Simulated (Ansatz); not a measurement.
# MoS2 (R3m) in Ansatz: single point with PBE

Aim: the single point of MoS2 with PBE.

Everything below comes from runs of Ansatz 0.2.0. Logs are shortened: lines on timing, memory, paths and dates and some standing lists are left out, and cuts for length are marked.

### Step 1. The crystal as given

The structure is trigonal, space group R3m (No. 160). The conventional cell has a = 3.160 Å, b = 3.160 Å, c = 18.450 Å, α = 90.00°, β = 90.00°, γ = 120.00°. Mo (site symmetry 3m) is surrounded by 6 S at 2.39 Å. S (site symmetry 3m) has 3 Mo at 2.39 Å as nearest neighbours. S (site symmetry 3m) has 3 Mo at 2.39 Å as nearest neighbours.

Measurements of this composition are mostly on another form, of space group No. 194.

### Step 2. Single point, PBE

Contents of input.yaml:

```yaml
crystal:
  lattice:
    - [1.58, 0.9122134253, 6.15]
    - [-1.58, 0.9122134253, 6.15]
    - [0.0, -1.8244268506, 6.15]
  atoms:
    - { symbol: Mo, position: [0.0, 0.0, 0.0] }
    - { symbol: S, position: [0.417, 0.417, 0.417] }
    - { symbol: S, position: [0.25, 0.25, 0.25] }
kpoints:
  mp_grid: { grid: [6, 6, 6] }
scf:
  occupations: { method: fermi_dirac, width: 0.03 }
hamiltonian:
  xc: pbe
  pseudopotentials: { kind: all_electron, lapw: { basis_error: 0.002 } }
output:
  forces: true
  stress: true
  eigenvalues: true
```

Potentials or basis: all-electron LAPW, scalar-relativistic.

Launch:

```sh
$ ansatz run input.yaml --threads 2 --pin off --max-ram 6144MiB --backend cpu --events-out ev --progress --plain --runs-dir out
```

Output:

```text
Warning: RAYON_NUM_THREADS=2 ignored (pool sized by the plan → 2); use --threads N
LAPW: plane waves up to 8.029 Å⁻¹, error target 2.0e-3 eV per atom; small_component_spin mean_spin; S in spheres of 1.054 Å, 14 of its electrons in bands, Dirac shells []; Mo in spheres of 1.332 Å, 30 of its electrons in bands, Dirac shells [] (how accurate: hamiltonian.pseudopotentials.lapw.basis_error, Limitations)
Engine: ansatz 0.2.0, x86_64-unknown-linux-gnu
Pseudopotentials: kind: all_electron
Pseudopotential: Mo, LAPW, valence charge 30, lapw/all_electron/scalar/gaussian/Mo, Koelling and Harmon's equation, gaussian nucleus
Pseudopotential: S, LAPW, valence charge 14, lapw/all_electron/scalar/gaussian/S, Koelling and Harmon's equation, gaussian nucleus
Functional definition: PBE
  parameter kappa = 0.804
  parameter beta = 0.06672455060314922
  exchange = pbe_x(kappa = kappa, mu = beta*pi^2/3)
  correlation = pbe_c(beta = beta)
Crystal: 3 atoms, lattice volume = 53.184 Å³
Basis set: ecut = 245.60180859362157 eV, 453 PW (Γ), FFT grids on a1−a3, a2−a3, a3, exchange–correlation at level 2
Bands: 35, of which v1, the nominal top of the filled ones, is band 29 counted from 1 (28 counted from 0)
Symmetry: 6 space group operations
Space group: R3m (ITA 160), of the structure as read, at distance tolerance 3.8e-5 Å
k-points: 32 of 216 (time reversal used)
Non-local potential: Mo, projectors of the file, none
Non-local potential: S, projectors of the file, none
Initial density: superposition of atomic densities (chi_scale 0.1, normalization cell, long waves kept (reshape's long-wave potential 0.16 eV rms))
Initial wavefunctions: plane waves of lowest kinetic energy (no species holds an atomic orbital)
Functional: x = pbe(κ = 0.804, μ = 0.2195149727645171), c = pbe(β = 0.06672455060314922)
iter 1 solved again at ethr=5.23e-3 eV; its pass at ethr=1.00e-1 eV (dr2=3.03e0 eV) is discarded
SCF iter   1: F=—  HF=-131907.172743 eV  |F-HF|=—  |Δ(HF+E_count)|=         —  Δρ=6.49e-2  dr2=3.04e0  ethr=5.23e-3  ⟨swp⟩=2.0  Hψ=7431  notcnv=0
preconditioner: auto → Resta (q_TF=auto, 2.768 Å⁻¹)  ε∞=5.2  [insulator: Δε(μ)=0.813 eV  Ē_g=10.481 eV  σ=0.030 eV  W_gap=1.00  n_scr=22 (ndim 8)  ℏωp=21.6 eV  f_vac=0.099  D(μ)=0.00/eV (n_scr^D=0)  ε∞_Penn≈5.2]
SCF iter   2: F=—  HF=-131906.419794 eV  |F-HF|=—  |Δ(HF+E_count)|=   7.53e-1  Δρ=3.79e-2  dr2=2.99e0  ethr=5.23e-3  ⟨swp⟩=3.0  Hψ=3376  notcnv=0
iter 3 solved again at ethr=4.54e-4 eV; its pass at ethr=5.16e-3 eV (dr2=2.64e-1 eV) is discarded
SCF iter   3: F=—  HF=-131905.868949 eV  |F-HF|=—  |Δ(HF+E_count)|=   5.51e-1  Δρ=1.86e-2  dr2=2.63e-1  ethr=4.54e-4  ⟨swp⟩=2.0  Hψ=5298  notcnv=0
SCF iter   4: F=—  HF=-131905.808642 eV  |F-HF|=—  |Δ(HF+E_count)|=         —  Δρ=4.53e-3  dr2=3.47e-2  ethr=4.53e-4  ⟨swp⟩=3.0  Hψ=3208  notcnv=0
the basis was enlarged: its passes take 2.0 MiB over the memory plan, 2 of 2 planned eigensolver slots
SCF iter   5: F=—  HF=-131905.802804 eV  |F-HF|=—  |Δ(HF+E_count)|=   5.84e-3  Δρ=2.69e-3  dr2=8.58e-3  ethr=5.99e-5  ⟨swp⟩=2.0  Hψ=3328  notcnv=0
SCF iter   6: F=—  HF=-131905.801566 eV  |F-HF|=—  |Δ(HF+E_count)|=   1.24e-3  Δρ=1.09e-3  dr2=1.26e-3  ethr=1.48e-5  ⟨swp⟩=2.0  Hψ=3161  notcnv=0
SCF iter   7: F=—  HF=-131905.801459 eV  |F-HF|=—  |Δ(HF+E_count)|=   1.07e-4  Δρ=1.25e-4  dr2=2.45e-5  ethr=2.17e-6  ⟨swp⟩=2.2  Hψ=3161  notcnv=0
SCF iter   8: F=—  HF=-131905.801482 eV  |F-HF|=—  |Δ(HF+E_count)|=   2.29e-5  Δρ=8.82e-5  dr2=1.10e-5  ethr=4.22e-8  ⟨swp⟩=3.0  Hψ=3319  notcnv=0
SCF iter   9: F=—  HF=-131905.801484 eV  |F-HF|=—  |Δ(HF+E_count)|=   1.57e-6  Δρ=2.01e-5  dr2=4.28e-7  ethr=1.89e-8  ⟨swp⟩=3.0  Hψ=3220  notcnv=0
SCF iter  10: F=-131905.801484 eV  HF=-131905.801484 eV  |F-HF|=3.20e-10  |Δ(HF+E_count)|=   4.19e-7  Δρ=6.52e-6  dr2=2.68e-8  ethr=7.38e-10  ⟨swp⟩=3.0  Hψ=3364  notcnv=0
SCF 1 converged in 10 iterations: F = -131905.801484 eV  dr2 = 2.68e-8
SCF converged after 10 iterations
Free energy (F): -131905.801484 eV
Harris-Foulkes:  -131905.801484 eV  (|F-HF|=3.20e-10)
Internal energy: -131905.801484 eV  (E = F + TS)
E sigma→0 (E₀):  -131905.801484 eV
Fermi energy:    12.841572 eV
--- Per-component energies (eV) ---
  E_band       = -6796.870595
  E_kinetic    = 136004.970578
  E_xc         = -4768.429708
  E_electrostatic = -263142.342354  (all electrons and nuclei)
  E_smearing   = -0.000000  (= −TS)
  E_closure    = 0.000000  (closes the sum)
  E_atoms      = -131884.088107  (free atoms, spherical and without spin; not in F)
  Σ components = -131905.801484   (vs F -131905.801484, Δ=0.00e0)
  Basis errors (estimates in eV, not in F): energy 9.1e-4 per atom: plane waves 8.3e-4 (4.8e-4 summed), levels above the bands 5.9e-103, relativity 6.6e-8, radial functions 8.5e-5, core shells 3.3e-7; eigenvalues (radial functions only) 2.3e-6; not estimated: angular momenta, meshes, grids; target (lapw.basis_error) 2.0e-3; muffin-tin radii S 1.054 Å, Mo 1.332 Å
--- Forces (eV/Å), atoms counted from 1 ---
  atom   1  Mo     0.00000000    -0.00000000     0.08630853
  atom   2  S      0.00000000     0.00000000     0.44205887
  atom   3  S     -0.00000000     0.00000000    -0.52840639
  max |Σ_I F_I| component: 3.90e-5 eV/Å
--- Stress (GPa, compression-positive) ---
        4.557741       0.000000       0.000000
        0.000000       4.557741       0.000000
        0.000000       0.000000       6.999337
  P = ⅓ Tr σ = 5.3716 GPa (53.716 kbar)
--- Band table (eV; the first three rows and the last of 32) ---
  k-point 0: bands = ["-363.9898", "-363.9680", "-363.9680", "-205.8692", "-205.8692", "-205.8582", "-205.8464", "-205.8464", "-193.5901", "-193.5847", "-138.3821", "-138.3821", "-138.3770", "-138.3770", "-138.3321", "-138.3250", "-49.1567", "-23.3201", "-23.0872", "-23.0872", "-2.7136", "-0.9918", "5.4027", "8.9386", "8.9386", "10.0718", "10.0718", "11.1462", "11.2451", "14.4368", "14.4368", "14.8593", "14.8593", "17.8975", "20.4957"]
  k-point 1: bands = ["-363.9898", "-363.9680", "-363.9680", "-205.8692", "-205.8692", "-205.8582", "-205.8464", "-205.8464", "-193.5901", "-193.5847", "-138.3821", "-138.3821", "-138.3770", "-138.3770", "-138.3321", "-138.3250", "-49.1463", "-23.2994", "-23.1912", "-23.1108", "-2.2958", "-0.8665", "5.8528", "8.1829", "8.9702", "9.3665", "9.5034", "11.0676", "11.2933", "13.8961", "14.4638", "14.5158", "15.0430", "19.4364", "20.9531"]
  k-point 2: bands = ["-363.9898", "-363.9680", "-363.9680", "-205.8692", "-205.8692", "-205.8582", "-205.8464", "-205.8464", "-193.5901", "-193.5847", "-138.3821", "-138.3821", "-138.3771", "-138.3770", "-138.3321", "-138.3251", "-49.1254", "-23.3944", "-23.2576", "-23.1576", "-1.3156", "-0.5778", "6.0930", "7.3664", "7.6702", "8.6774", "10.2846", "10.3467", "10.6257", "13.8565", "14.0150", "15.4998", "15.7324", "19.3505", "19.8065"]
  k-point 31: bands = ["-363.9898", "-363.9680", "-363.9680", "-205.8692", "-205.8692", "-205.8582", "-205.8464", "-205.8464", "-193.5901", "-193.5847", "-138.3821", "-138.3821", "-138.3770", "-138.3770", "-138.3322", "-138.3251", "-49.1567", "-23.3202", "-23.0872", "-23.0872", "-2.4685", "-1.4080", "6.3816", "8.9162", "8.9245", "8.9245", "10.0992", "10.0992", "12.4192", "14.5323", "14.5323", "14.7259", "14.7259", "17.9778", "20.9625"]
```

Wall time 3.8 s (2 threads of AMD EPYC 9R45 (Zen 5), shared host); peak memory 0.36 GiB.

What came out:

| Quantity | Value |
| --- | --- |
| Free energy | -131905.8015 eV |
| Pressure | 5.4 GPa |
| Largest force | 0.528 eV/Å |
| Band gap on the k mesh | 0.93 eV, indirect (least direct gap 1.71 eV) |

Forces on the atoms (eV/Å):
```
Mo   0.000  0.000  0.086
S    0.000  0.000  0.442
S    0.000  0.000 -0.528
```
